**Question**

I have an energy–volume curve for MgS in the zinc-blende structure, calculated with PBE. Volume and energy are per atom, and the energy is counted from the minimum of a curve fitted through the points.

Non-spin-polarised PBE calculations for zinc-blende MgS (2-atom cell) with FLEUR MaX-R8.1 (later development tree), using an all-electron FLAPW basis with kmax 4.71 bohr⁻¹, an 8×8×8 k mesh and Fermi–Dirac smearing of 0.05 eV. The cell is scaled at fixed shape and fractional coordinates, and energies are counted from the minimum of the equation-of-state fit.

| volume (Å³/atom) | energy (meV/atom) |
| --- | --- |
| 21.38 | 25.850 |
| 21.83 | 13.640 |
| 22.29 | 5.530 |
| 22.74 | 1.110 |
| 23.20 | 0.040 |
| 23.65 | 2.000 |
| 24.10 | 6.710 |

The smallest cell, at 21.38 Å³, costs 25.85 meV, but the largest, at 24.10 Å³, costs only 6.71 meV. Is this material really almost four times as hard to squeeze as to stretch? And why does no row have an energy of zero?

**Answer**

Most of that factor comes from where the scan sits. The fitted minimum is at 23.12 Å³, so the smallest cell is 1.74 Å³ away from it and the largest only 0.98 Å³. The minimum also falls between two of your volumes, which is why the row at 23.20 Å³ shows a small positive energy instead of zero.

Near a minimum, energy grows with the square of the displacement. The unequal distances alone would therefore give a ratio of (1.74/0.98)² ≈ 3.15, while the table gives 25.85/6.71 ≈ 3.85. What remains is a factor of about 1.2, and that part belongs to the material: MgS does resist squeezing more than stretching, but only moderately so over this range.

You can see the same thing without using the fitted minimum, because the volumes are equally spaced. Starting from the smallest cell, the energy first drops by 12.21 meV and then by 8.11 meV, so the slope changes by 4.10 meV per step. At the expanded end the corresponding change is only 2.75 meV. For a parabola the two would be equal; here the curvature falls steadily as the crystal expands.

**Why the curvature falls**

In this structure symmetry fixes the atoms' relative positions, so a change of volume only lengthens or shortens the Mg–S bonds in proportion. Part of the asymmetry is then geometry. Bond length varies as the cube root of volume, so a given step in volume changes the bond more in a small cell than in a large one. Even perfectly harmonic bonds would give an energy curve that flattens on expansion.

The larger part comes from the bonds themselves. In the ionic picture, Mg²⁺ and S²⁻ attract each other with an energy that varies gently, as one over distance. When their filled electron shells overlap, the Pauli principle causes a repulsion that rises much more steeply. At the minimum the two forces cancel, but their rates of change do not: as the ions approach, the repulsion stiffens faster than the attraction can soften it.

A single Na⁺Cl⁻ molecule behaves in the same way: pushing its ions together costs more than pulling them apart by the same small distance. The comparison holds for the shape of the bond energy. A crystal adds the attraction and repulsion of all the more distant ions, and it has a volume, which brings in the geometric part.

**A model with numbers**

The Born–Landé model writes the energy of one MgS pair as

E(d) = −A/d + C/dⁿ,

where d is the Mg–S distance, A the strength of the attraction summed over the crystal, C the strength of the repulsion and n its steepness. Requiring zero force at the equilibrium distance d₀ removes C. The stiffness, meaning the second derivative of E at d₀, is then (n − 1)A/d₀³, and it grows by roughly (n + 4) percent for each percent of shortening.

For charges of ±2 in zinc blende, A = 1.638 × 4 × 14.40 ≈ 94.35 eV Å. The first factor is the Madelung constant, which sums the attractions and repulsions of all the ions treated as point charges. The steepness n follows from the bulk modulus B, the resistance to uniform compression. The fit to all seven rows gives B = 55.1 GPa, or 0.344 eV/Å³, at the equilibrium volume V₀ per atom:

n − 1 = 18BV₀d₀/A = 18 × 0.344 × 23.12 × 2.467/94.35 ≈ 3.74.

So n is about 4.74. That is well below the value near 8 usually tabulated for this pair of ions, so treat it as an effective number: it absorbs what the point-charge picture leaves out, and smaller charges would require a larger n. The model now predicts how fast the bulk modulus rises with pressure, a slope called B′:

B′ = (n + 7)/3 ≈ 3.91.

In practical terms, each gigapascal of pressure makes the crystal stiffer by about four gigapascals. Since B is volume times curvature, the curvature varies roughly as volume to the power −(B′ + 1). Between 21.83 and 23.65 Å³, where the two slope changes above are centred, it should fall by a factor of

(23.65/21.83)^4.91 ≈ 1.48.

The table gives 4.10/2.75 ≈ 1.49. These rows were part of the fit that supplied B and V₀, so the overall curvature is an input. The change of curvature along the curve is the model's own prediction.

**What the comparison tells you**

Harmonic bonds with the same minimum and the same bulk modulus have B′ = 1. They would lower the curvature over that range by a factor of only (23.65/21.83)² ≈ 1.17. For the smallest cell they give 23.86 meV, about 8% below the calculated energy, whereas the ionic model comes within half a percent. Geometry alone is therefore too weak, and the bonds must stiffen as they shorten. The output below compares the models at every volume.

That the stiffening comes from overlapping ion shells is an argument from theory; the energies show only that it happens. Nor does the good match measure the ionic charges. If the repulsion is taken as exponential instead, charges of ±2 give B′ ≈ 3.4 and charges of ±1.6 give about 4.2, on either side of the fitted 4.06. A somewhat less ionic crystal with a different repulsion law would give the same slope. A B′ near 4 is also common among solids with quite different bonding, so the match is no evidence for the ionic picture as such.

For a similar ionic compound, first compare how far the scan reaches on each side of the minimum. Then ask how steep the repulsion is: within this model, a larger n means a more lopsided curve.

If you need properties of MgS as a material, note that its stable form is rocksalt, with six neighbours per ion, so the 55 GPa found here should not be used for it. Two further limits act in opposite senses. The calculation leaves out atomic vibrations, which usually make a real crystal slightly larger and softer at room temperature, while PBE itself tends to give ionic solids too large a volume and too small a bulk modulus.

The analysis program printed:

```
Bond length and energy steps:
    row  Mg-S distance in angstrom  energy step from row before in meV/atom  second difference centred on row before in meV/atom
  21.38                      2.403                                      n/a                                                  n/a
  21.83                       2.42                                   -12.21                                                  n/a
  22.29                      2.437                                    -8.11                                                  4.1
  22.74                      2.454                                    -4.42                                                 3.69
   23.2                       2.47                                    -1.07                                                 3.35
  23.65                      2.486                                     1.96                                                 3.03
   24.1                      2.502                                     4.71                                                 2.75
Model energies in meV/atom:
    row  harmonic bond  Born-Lande  Born-Mayer
  21.38          23.86       25.76        25.4
  21.83          12.86        13.6       13.47
  22.29          5.321       5.515        5.48
  22.74           1.09       1.108       1.105
   23.2        0.04067     0.04054     0.04056
  23.65          2.049       2.004       2.012
   24.1          6.998       6.721       6.768
Mg-S distance at the fitted minimum in angstrom: 2.467
Reach of scan below the minimum in percent of volume: 7.548
Reach of scan above the minimum in percent of volume: 4.254
Energy ratio of compressed end to expanded end: 3.852
Ratio expected from squared volume displacements alone: 3.148
Remaining factor from anharmonicity: 1.224
Ratio of first to last second difference: 1.491
Bulk modulus slope estimated from second differences: 3.99
Born-Lande repulsion exponent from the bulk modulus: 4.743
Bulk modulus slope of Born-Lande model: 3.914
Bulk modulus slope of Born-Mayer model with charge 2: 3.403
Bulk modulus slope of Born-Mayer model with charge 1.6: 4.169
Harmonic bond rms miss in meV/atom: 0.8195
Born-Lande rms miss in meV/atom: 0.03884
Born-Mayer rms miss in meV/atom: 0.1851
Harmonic bond miss at smallest volume in meV/atom: -1.992
Born-Lande miss at smallest volume in meV/atom: -0.09452
Born-Mayer miss at smallest volume in meV/atom: -0.4517
```
